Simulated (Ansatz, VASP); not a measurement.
# MnS: VASP beside Ansatz

```xyz
2
Lattice="0.0000 2.8459 2.8459 2.8459 0.0000 2.8459 2.8459 2.8459 0.0000" Properties=species:S:1:pos:R:3 pbc="T T T"
Mn    0.0000    0.0000    0.0000
S     4.2689    4.2689    4.2689
```

Change from the starting cell: volume scaled by 1.05.

Alike in both runs: task single point; functional PBE; k mesh 10 × 10 × 10; occupations fermi-dirac, width 0.05 eV; collinear spin.

|  | VASP | Ansatz |
| --- | --- | --- |
| version | VASP 6.6.1 | Ansatz 0.2.0 |
| potentials or method | VASP PAW PBE potentials, release 64 (Mn_pv, S), cutoff 520 eV | all-electron LAPW, scalar-relativistic |

|  | VASP | Ansatz | Ansatz less VASP |
| --- | --- | --- | --- |
| pressure (GPa) | -1.4 | -1.4 | -0.01 |
| net moment per atom (μB) | 2.49 | 2.49 | 0.000 |
| size of the moment on the site where the two differ most (μB) | 4.38 | 4.52 | +0.139 |

Site moments also hang on the region over which each program counts them. Ansatz ran all-electron here, so the differences hold the error of VASP's frozen core and of both bases.

Caveats: a cell with one magnetic atom can't hold antiferromagnetic order, which such compounds often take.
